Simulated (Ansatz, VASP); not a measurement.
## Se in VASP and in Ansatz

```
Se
1.0
     0.00000    2.04045    2.04045
     2.04045    0.00000    2.04045
     2.04045    2.04045    0.00000
Se
1
Direct
  0.00000 0.00000 0.00000
```

Alike in both runs: task single point; functional PBEsol; k mesh 14 × 14 × 14; occupations fermi-dirac, width 0.1 eV; no spin polarisation.

|  | VASP | Ansatz |
| --- | --- | --- |
| version | VASP 6.6.1 | Ansatz 0.2.0 |
| potentials or method | VASP PAW PBE potentials, release 64 (Se) | plane waves (420 eV) with PAW, scalar-relativistic |
| plane-wave cutoff (eV) | 520 | 420 |
| valence electrons in the cell | 6 | 16 |

```tsv
	VASP	Ansatz	Ansatz less VASP
pressure (GPa)	13.7	13.5	-0.20
```

The two sets of potentials don't hold the same shells in valence. Ansatz warned: «pseudo_functional_mismatch».

Caveats: the PAW data sets were made with another functional, which shifts forces and pressure a little (VASP).
